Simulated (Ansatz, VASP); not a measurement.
## Two plane-wave programs on CuH5

Contents of INCAR:

```
ALGO     = Normal         # electronic algorithm
EDIFF    = 1E-6           # SCF threshold, eV
ENCUT    = 520            # plane-wave cutoff, eV
GGA      = PE             # functional
ISIF     = 2              # what is computed and relaxed
ISMEAR   = 0              # smearing method
LASPH    = True           # aspherical terms in the spheres
LCHARG   = False          # write CHGCAR
LREAL    = False          # projectors in reciprocal space
LWAVE    = False          # write WAVECAR
NBANDS   = 17             # bands
NELM     = 100            # most SCF steps
PREC     = Accurate       # precision mode
SIGMA    = 0.1            # smearing width, eV
```

KPOINTS

```
k-points
0
Gamma
  6 6 6
```

The input POSCAR:

```
CuH5
1.0
    0.0000000000      2.9589033700      2.9589033700
    2.9589033700      0.0000000000      2.9589033700
    2.9589033700      2.9589033700      0.0000000000
Cu H
1 5
Direct
    0.0000000000      0.0000000000      0.0000000000
    0.1250000000      0.6250000000      0.6250000000
    0.6250000000      0.6250000000      0.6250000000
    0.6250000000      0.1250000000      0.6250000000
    0.6250000000      0.6250000000      0.1250000000
    0.2500000000      0.2500000000      0.2500000000
```

Input for Ansatz:

```yaml
crystal:
  lattice:
    - [0.0, 2.95890337, 2.95890337]
    - [2.95890337, 0.0, 2.95890337]
    - [2.95890337, 2.95890337, 0.0]
  atoms:
    - { symbol: Cu, position: [0.0, 0.0, 0.0] }
    - { symbol: H, position: [0.125, 0.625, 0.625] }
    - { symbol: H, position: [0.625, 0.625, 0.625] }
    - { symbol: H, position: [0.625, 0.125, 0.625] }
    - { symbol: H, position: [0.625, 0.625, 0.125] }
    - { symbol: H, position: [0.25, 0.25, 0.25] }
basis:
  ecutwfc: 420
kpoints:
  mp_grid: { grid: [6, 6, 6] }
hamiltonian:
  xc: pbe
scf:
  occupations: { method: gaussian, width: 0.1 }
  lower_state_search: "off"
output:
  forces: true
  stress: true
  eigenvalues: true
```

Change from the starting cell: species swapped into the Be5Au type (F-43m, No. 216).

Alike in both runs: task single point; functional PBE; k mesh 6 × 6 × 6; occupations gaussian, width 0.1 eV; no spin polarisation.

```csv
,VASP,Ansatz
version,VASP 6.6.1,Ansatz 0.2.0
potentials or method,"VASP PAW PBE potentials, release 64 (Cu, H)","scalar-relativistic, plane waves, PAW"
plane-wave cutoff (eV),520,420
valence electrons in the cell,16,24
```

Ansatz gave:

```
gap on the k mesh at the Fermi level (eV) : none
pressure (GPa)                            : -20.5
rms of the force components (eV/Å)        : 0.024
```

Which values does VASP return?

gap on the k mesh at the Fermi level (eV): none; pressure (GPa): -20.5; rms of the force components (eV/Å): 0.023.

A gap of «none» marks a metal or a gap that the smearing closes. The two sets of potentials don't hold the same shells in valence.

Caveats: so large a pressure means that the cell lies far from this level's equilibrium, or that cutoff or potentials fall short (VASP).
